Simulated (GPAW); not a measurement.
# Si (I4_1/amd) in GPAW: single point with r2SCAN

Aim: the single point of Si with r2SCAN.

Program: GPAW 26.7.0. These are calculated values, not measurements. Logs are shortened: lines on timing, memory, paths and dates and some standing lists are left out, and cuts for length are marked. The log counts tension as positive stress, the text compression.

### Step 1. The crystal as given

Symmetry: I4_1/amd, No. 141, tetragonal system. The conventional cell has a = 4.743 Å, b = 4.743 Å, c = 2.659 Å, α = 90.00°, β = 90.00°, γ = 90.00°. Around Si (site symmetry -4m2) lie 6 Si at 2.46 to 2.66 Å.

This isn't the form of Si at room conditions, which is diamond.

### Step 2. Single point, r2SCAN

The input, run.py:

```python
import spglib
from ase import Atoms
from ase.dft.bandgap import bandgap
from ase.io import read, write
from ase.units import GPa
from gpaw import GPAW, PW

atoms = read('Si.cif')
cell, positions, numbers = spglib.find_primitive(
    (atoms.cell[:], atoms.get_scaled_positions(), atoms.numbers), symprec=1e-4)
atoms = Atoms(numbers, cell=cell, scaled_positions=positions, pbc=True)

calc = GPAW(mode=PW(400),
            xc='MGGA_X_R2SCAN+MGGA_C_R2SCAN',
            kpts={'size': (9, 9, 9), 'gamma': True},
            occupations={'name': 'fermi-dirac', 'width': 0.05},
            nbands=11,
            maxiter=120,
            txt='gpaw.txt')
atoms.calc = calc
energy = atoms.get_potential_energy()
forces = atoms.get_forces()
stress = atoms.get_stress()
calc.write('gs.gpw')
write('result.traj', atoms)
print(f'Energy: {energy:.6f} eV')
print('Forces (eV/A):')
print(forces.round(4))
print('Stress (GPa):', (stress / GPa).round(3))
print('Fermi level:', round(calc.get_fermi_level(), 4), 'eV')
print(f'Gap: {bandgap(calc)[0]:.4f} eV, direct: {bandgap(calc, direct=True)[0]:.4f} eV')
```

The input, Si.cif:

```cif
data_Si
_cell_length_a 4.74274461
_cell_length_b 4.74274461
_cell_length_c 2.65853078
_cell_angle_alpha 90.00000000
_cell_angle_beta 90.00000000
_cell_angle_gamma 90.00000000
_space_group_name_H-M_alt 'I4_1/amd'
_space_group_name_Hall 'I 4bw 2bw -1bw'
_space_group_IT_number 141
loop_
_space_group_symop_operation_xyz
'x,y,z'
'-y,x+1/2,z+1/4'
'-x+1/2,-y+1/2,z+1/2'
'y+1/2,-x,z+3/4'
'x,-y+1/2,-z+1/4'
'-y,-x,-z'
'-x+1/2,y,-z+3/4'
'y+1/2,x+1/2,-z+1/2'
'-x,-y+1/2,-z+1/4'
'y,-x,-z'
'x+1/2,y,-z+3/4'
'-y+1/2,x+1/2,-z+1/2'
'-x,y,z'
'y,x+1/2,z+1/4'
'x+1/2,-y+1/2,z+1/2'
'-y+1/2,-x,z+3/4'
'x+1/2,y+1/2,z+1/2'
'-y+1/2,x,z+3/4'
'-x,-y,z'
'y,-x+1/2,z+1/4'
'x+1/2,-y,-z+3/4'
'-y+1/2,-x+1/2,-z+1/2'
'-x,y+1/2,-z+1/4'
'y,x,-z'
'-x+1/2,-y,-z+3/4'
'y+1/2,-x+1/2,-z+1/2'
'x,y+1/2,-z+1/4'
'-y,x,-z'
'-x+1/2,y+1/2,z+1/2'
'y+1/2,x,z+3/4'
'x,-y,z'
'-y,-x+1/2,z+1/4'
loop_
_atom_site_label
_atom_site_type_symbol
_atom_site_symmetry_multiplicity
_atom_site_Wyckoff_symbol
_atom_site_fract_x
_atom_site_fract_y
_atom_site_fract_z
_atom_site_occupancy
Si1 Si 4 b 0.0000000000 0.0000000000 0.5000000000 1
```

Potentials or basis: GPAW PAW data sets (gpaw-data 1.2.1), pw.

Launch:

```bash
OMP_NUM_THREADS=1 python run.py
```

gpaw.txt:

```text
__  _  _
 | _ |_)|_||  |
 |__||  | ||/\| - 26.7.0

Input parameters:
  mode=PW(ecut=400.0),
  kpts=MonkhorstPack(size=(9, 9, 9), gamma=True),
  maxiter=120,
  nbands=11,
  occupations=Occupations(name='fermi-dirac', width=0.05),
  xc=XC(name='MGGA_X_R2SCAN+MGGA_C_R2SCAN')

Diagonalizing LCAO Hamiltonian
Converting LCAO to pw mode

       Si    Si

Atoms  # Å, Bohr magnetons
|   | symbol |        x |        y |        z |    initial magnetic moments |
|---|--------|----------|----------|----------|-----------------------------|
| 0 |     Si | 0.000000 | 0.000000 | 1.329265 | ( 0.0000,  0.0000,  0.0000) |
| 1 |     Si | 2.371372 | 0.000000 | 0.664633 | ( 0.0000,  0.0000,  0.0000) |

Unit cell  # Å
| periodic |         x |         y |         z |  lengths |     angles |
|----------|-----------|-----------|-----------|----------|------------|
|      yes | -2.371372 |  2.371372 |  1.329265 | 3.607459 |  97.803451 |
|      yes |  2.371372 | -2.371372 |  1.329265 | 3.607459 |  97.803451 |
|      yes |  2.371372 |  2.371372 | -1.329265 | 3.607459 | 136.756567 |

Number of symmetries: 8
Symmetry operations  # r_c * U_cc + t_c -> r_c
|   | kind |            matrix            |
|---|------|------------------------------|
| 0 |  σ   |  1, 1, 1,  0, 0,-1,  0,-1, 0 |
| 1 |  E   |  1, 0, 0,  0, 1, 0,  0, 0, 1 |
| 2 |  C2  |  0, 1, 0,  1, 0, 0, -1,-1,-1 |
| 3 |  S4  |  0, 0, 1, -1,-1,-1,  0, 1, 0 |
| 4 |  σ   |  0, 0,-1,  1, 1, 1, -1, 0, 0 |
| 5 |  C2  |  0,-1, 0, -1, 0, 0,  0, 0,-1 |
| 6 |  C2  | -1, 0, 0,  0,-1, 0,  1, 1, 1 |
| 7 |  S4  | -1,-1,-1,  0, 0, 1,  1, 0, 0 |

BZ-sampling:
  Number of BZ points: 729
  Number of IBZ points: 75

  Monkhorst-Pack size: [9, 9, 9]
  Monkhorst-Pack shift: [0, 0, 0]

K-points  # in reciprocal-cell coordinates
|     |                                coordinates |     weight |
|-----|--------------------------------------------|------------|
|   0 | (  0.00000000,   0.00000000,   0.00000000) | 0.00137174 |
|   1 | (  0.11111111,  -0.11111111,   0.00000000) | 0.00548697 |
|   2 | (  0.11111111,  -0.11111111,   0.11111111) | 0.00548697 |
|   3 | (  0.11111111,   0.00000000,   0.00000000) | 0.01097394 |
|   4 | (  0.11111111,   0.11111111,  -0.11111111) | 0.00274348 |
|   5 | (  0.22222222,  -0.22222222,   0.00000000) | 0.00548697 |
|   6 | (  0.22222222,  -0.22222222,   0.11111111) | 0.01097394 |
|   7 | (  0.22222222,  -0.22222222,   0.22222222) | 0.00548697 |
|   8 | (  0.22222222,  -0.11111111,   0.00000000) | 0.02194787 |
|   9 | (  0.22222222,  -0.11111111,   0.11111111) | 0.01097394 |
| ... |                                            |            |
|  74 | (  0.44444444,   0.44444444,   0.44444444) | 0.01097394 |

Plane wave coefficients: 553
Cutoff: 400.0 eV

Spin-components: 1 (collinear spins)
Bands:           11
Projectors:      10
Spin-degeneracy: 2
Datatype:        complex128

Parallelization:
  kpt:    1
  domain: 1
  band:   1

Density:
  Valence electrons: 8.0
  Components: 1
  Grid points: [18 18 18]
  Charge: 0.0  # |e|

Potential:
  Grid points: [18 18 18]

species:
  Si:
    name:    Silicon
    Z:       14.0
    valence: 4
    core:    10
    charge:  0.0  # [|e|]
    compensation charges:
      type: gauss
      rc: 0.33  # [Å]
      lmax: 2
    cutoffs:
      filter: 1.86  # [Å]
      core: 2.06  # [Å]
    projectors
    | kind |    occ | energy [eV] | rcut [Å] |
    |------|--------|-------------|----------|
    |   3s |  2.000 |     -10.812 |    1.058 |
    |   3p |  2.000 |      -4.081 |    1.058 |
    |    s |        |      16.399 |    1.058 |
    |    p |        |      23.130 |    1.058 |
    |    d |        |       0.000 |    1.058 |

    Using partial waves for Si as LCAO basis

Reference energy: -15772.688500  # eV

eigensolver:
  PPCG
  Converge bands: occupied
  niter=2

density mixing:
  MSR1-Mixer
  Pratt-step length: 0.05
  Maximum mixing coefficient: 0.75
  Old densities: 10
  SVD Regularization: 0.005
  Good broyden scale: 1.0
  Trust region scale: 1.0
  Backstep threshold: 4.0
  History deletion threshold: 6.0
  Fourier metric: weight=20.0, sigma=0.015

occupation numbers:
  Fermi-Dirac:
    width: 0.0500  # eV

poisson solver:
  ecut: 3200.0  # eV

xc functional:
  name: MGGA_X_R2SCAN+MGGA_C_R2SCAN with 2 nearest neighbor stencil

convergence criteria:
- Maximum [total energy] change in last 3 cyles: 0.0005 eV / valence electron
- Maximum integral of absolute [dens]ity change: 0.0001 electrons / valence electron
- Maximum integral of absolute [eigenst]ate change: 4e-08 eV^2 / valence electron
maximum number of iterations: 120

SCF iterations
|iter     | |      energy | eigst |  dens |
|---------|-|-------------|-------|-------|
|iter:   1| |  -17.345172 | -0.12 |       |
|iter:   2| |  -16.357278 | -1.65 | -1.09 |
|iter:   3| |-494019.105197 | +5.60 | -1.08 |
|iter:   4| |   -2.856368 | +2.87 | +2.20 |
|iter:   5| |  -16.363790 | +0.53 | -0.96 |
|iter:   6| |  -16.434961 | -2.06 | -1.60 |
|iter:   7| |  -16.438165 | -4.21 | -1.67 |
|iter:   8| |  -16.439552 | -3.93 | -1.92 |
|iter:   9| |  -16.439582c| -6.11 | -2.34 |
|iter:  10| |  -16.439716c| -5.46 | -2.51 |
|iter:  11| |  -16.439722c| -7.14 | -3.35 |
|iter:  12| |  -16.439724c| -7.59c| -3.64 |
|iter:  13| |  -16.439724c| -8.94c| -4.42c|

Converged in 13 steps
Energy contributions relative to reference atoms: (reference = -15772.688500)

Energy contributions:
  Kinetic:           7.424456
  Coulomb:          -4.384319
  Zero:             -0.048816
  External:          0.000000
  Xc:              -19.428804
  Entropy:          -0.004482
  Spinorbit:         0.000000
  ----------------------------
  Free energy:     -16.441965
  Extrapolated:    -16.439724

dipole moment: (-0.834682, -9.469458, 2.887973)  # |e|*Ang

Fermi level: 8.730
Eigenvalues  # (at kpt = [0.000, 0.000, 0.000])
| band index |      eig [eV] | occ [0-2] |
|------------|---------------|-----------|
|          0 |        -5.962 |     2.000 |
|          1 |         6.048 |     2.000 |
|          2 |         6.048 |     2.000 |
|          3 |         7.030 |     2.000 |
|          4 |        10.569 |     0.000 |
|          5 |        16.652 |     0.000 |
|          6 |        18.417 |     0.000 |
|          7 |        18.417 |     0.000 |
|          8 |        18.481 |     0.000 |
|          9 |        19.543 |     0.000 |
|         10 |        20.202 |     0.000 |

No gap
No difference between direct/indirect transitions

Forces  # eV/Ang
|        x |        y |       z |
|----------|----------|---------|
|  0.00000 |  0.00000 | 0.00000 |  # Si   0
| -0.00000 | -0.00000 | 0.00000 |  # Si   1

Stress tensor  # eV/Ang^3
|         x |         y |         z |
|-----------|-----------|-----------|
| -0.021132 |  0.000000 |  0.000000 |
|  0.000000 | -0.021132 | -0.000000 |
|  0.000000 | -0.000000 | -0.015881 |

# Writing to gs.gpw (mode='')
```

Wall time 44 s (1 thread of Arm Neoverse V2, shared host); peak memory 0.16 GiB.

The run converged, but some of its settings lie outside the range that counts as converged, so its numbers aren't taken as properties of the crystal.

Results:

| Item | Value |
| --- | --- |
| Free energy | -16.4420 eV |
| Pressure | 3.1 GPa |
| Band gap on the k mesh | none (metal or under the smearing width) |

Caveat: the cutoff is short for stress and forces, so pressures can be off by a GPa or more; the PAW data sets were made with another functional, which shifts forces and pressure a little.
